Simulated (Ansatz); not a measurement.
**TiSi2 under changes of volume**

One of the cells (14.162 Å³/atom); the others are scaled copies at fixed shape and fractional positions:

```xyz
3
Lattice="-1.4729 1.7121 4.2121 1.4729 -1.7121 4.2121 1.4729 1.7121 -4.2121" Properties=species:S:1:pos:R:3 pbc="T T T"
Ti    0.0000    0.0000    0.0000
Si    0.0000    0.0000    5.6448
Si    0.0000    0.0000    2.7793
```

The cell comes from a database or a generator and needn't be the stable form of this composition.

```yaml
Program: Ansatz 0.2.0
Functional: PBE
Potentials_or_basis: Ansatz PAW
Cutoff: "420 eV (not typed: the program's choice for these potentials)"
k_mesh: 12 × 12 × 12
Occupations: fermi-dirac, width 0.05 eV
Spin: no spin polarisation
```

| volume (Å³/atom) | energy over the lowest point (meV/atom) | pressure (GPa) | largest force (eV/Å) |
| --- | --- | --- | --- |
| 13.313 | 25.98 | 10.1 | 0.033 |
| 13.596 | ? | ? | ? |
| 13.879 | 2.97 | 3.2 | 0.001 |
| 14.162 | 0.00 | 0.3 | 0.015 |
| 14.446 | 1.97 | -2.4 | 0.030 |
| 14.729 | 8.36 | -4.8 | 0.045 |
| 15.012 | 18.75 | -6.9 | 0.060 |

What does the run at 13.596 Å³/atom give?

Energy over the lowest point 11.42 meV/atom; pressure 6.5 GPa; largest force 0.017 eV/Å.

Worked out: A Birch-Murnaghan fit of order 3 (a polynomial in V^(-2/3)) to the other rows has its minimum at 14.19 Å³/atom with B0 = V·E''(V) = 138 GPa and B' = 4.3 at fixed shape and positions, which overstates the stiffness. It gives 11.43 meV/atom at 13.596 Å³/atom, against the run's 11.42, and -dE/dV = 6.5 GPa, against 6.5.

Energies are extrapolated to zero smearing.
